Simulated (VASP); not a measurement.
Set up this calculation in VASP 6.6.1, as the native input.

```
Task                   : band structure
Functional             : r2SCAN
Potentials or basis    : VASP PAW PBE potentials, release 64 (Ge_d)
Cutoff                 : 520 eV
k mesh                 : 10 × 10 × 10
Occupations            : gaussian, width 0.03 eV
Spin                   : no spin polarisation
Further INCAR settings : ALGO = Normal; EDIFF = 1e-06
```

The structure of Ge lies in POSCAR:

```
Ge                                      
1.0
    0.0000000000      2.8370028123      2.8370028123
    2.8370028123      0.0000000000      2.8370028123
    2.8370028123      2.8370028123      0.0000000000
  Ge            
     2
Direct
     0.0000000000000000    0.0000000000000000    0.0000000000000000
     0.2500000000000000    0.2500000000000000    0.2500000000000000
```

The input as run:

INCAR

```
SYSTEM = Ge
PREC = Accurate
ENCUT = 520
EDIFF = 1E-6
ISMEAR = 0
SIGMA = 0.03
LREAL = .FALSE.
LASPH = .TRUE.
NELM = 80
ALGO = Normal
ISIF = 2
LWAVE = .FALSE.
LCHARG = .FALSE.
METAGGA = R2SCAN
LMIXTAU = .TRUE.
```

KPOINTS

```
regular mesh
0
G
  10 10 10
  0 0 0
```

KPOINTS_OPT

```
explicit points
252
Reciprocal
 0.0000000000  0.0000000000  0.0000000000 1
 0.0357142857  0.0000000000  0.0357142857 1
 0.0714285714  0.0000000000  0.0714285714 1
 0.1071428571  0.0000000000  0.1071428571 1
 0.1428571429  0.0000000000  0.1428571429 1
 0.1785714286  0.0000000000  0.1785714286 1
[... 244 lines left out ...]
 0.4888572500  0.0111427500  0.5000000000 1
 0.5111427500 -0.0111427500  0.5000000000 1
```

Potentials or basis: VASP PAW PBE potentials, release 64 (Ge_d).

Command:

```bash
$ cat potpaw_PBE.64/Ge_d/POTCAR > POTCAR
$ mpirun -np 1 vasp_std > vasp.out
```

It gave:

| Item | Value |
| --- | --- |
| Pressure | 0.1 GPa |
| Band gap on the k mesh | 0.32 eV, direct |
| Band gap along the path | 0.32 eV, direct |

Caveat: the PAW data sets were made with another functional, which shifts forces and pressure a little.

It took 4.7 min on 1 thread of Intel(R) Xeon(R) 6975P-C (Granite Rapids), on a shared host, peak memory 0.19 GiB.
